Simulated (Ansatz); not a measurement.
TiPt3:

```
CELL_PARAMETERS angstrom
3.89700 0.00000 0.00000
0.00000 3.89700 0.00000
0.00000 0.00000 3.89700
ATOMIC_POSITIONS crystal
Pt 0.50000 0.50000 0.00000
Pt 0.50000 0.00000 0.50000
Pt 0.00000 0.50000 0.50000
Ti 0.00000 0.00000 0.00000
```

Program: Ansatz 0.2.0. Alike in all runs: potentials or basis Ansatz PAW; no spin polarisation; cell as given; cutoff (eV) 420; smearing fermi-dirac 0.05 eV. Hardware: 2 threads of Intel(R) Xeon(R) Processor @ 2.50GHz (Skylake/Cascade Lake), on a shared host.

Order these runs on this cell by their wall time, lowest first.
A. task projected density of states; level BLYP; k mesh 4 × 4 × 4; mesh quality coarse
B. task band structure; level PBEsol; k mesh 7 × 7 × 7; points for each segment of the path 14; mesh quality not flagged
C. task projected density of states; level HSE06; k mesh 4 × 4 × 4; mesh quality coarse

A (5 s), B (10 s), C (51 s).

Caveats: some runs use coarse meshes; spin-orbit coupling is left out, which moves the levels of the heavy elements (some runs).

Runs at the PBE level aren't shown here.
